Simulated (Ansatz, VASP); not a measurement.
InP: VASP beside Ansatz

```
CELL_PARAMETERS angstrom
0.00000 2.89360 2.89360
2.89360 0.00000 2.89360
2.89360 2.89360 0.00000
ATOMIC_POSITIONS crystal
In 0.00000 0.00000 0.00000
P 0.25000 0.25000 0.25000
```

Alike in both runs: functional r2SCAN; k mesh 8 × 8 × 8; occupations fermi-dirac, width 0.02 eV; no spin polarisation.

Ansatz relaxed the structure, and its values are those at the end. VASP's run is a single point on that final structure, the one shown.

|  | VASP | Ansatz |
| --- | --- | --- |
| version | VASP 6.6.1 | Ansatz 0.2.0 |
| potentials or method | VASP PAW PBE potentials, release 64 (In_d, P) | PAW plane waves |
| plane-wave cutoff (eV) | 520 | 500 |
| valence electrons in the cell | 18 | 18 |

|  | VASP | Ansatz | Ansatz less VASP |
| --- | --- | --- | --- |
| gap on the k mesh at the Fermi level (eV) | 1.39 | 1.38 | -0.010 |
| pressure (GPa) | 4.7 | 4.8 | +0.16 |

The functional is the same, so the differences come from potentials, cutoffs and numerics. Ansatz warned: «stress_scf_threshold_loose».

Caveats: the PAW data sets were made with another functional, which shifts forces and pressure a little (VASP); spin-orbit coupling is left out, which moves the levels of the heavy elements. r2SCAN opens gaps a little over a GGA but as a rule still falls short of measured ones.
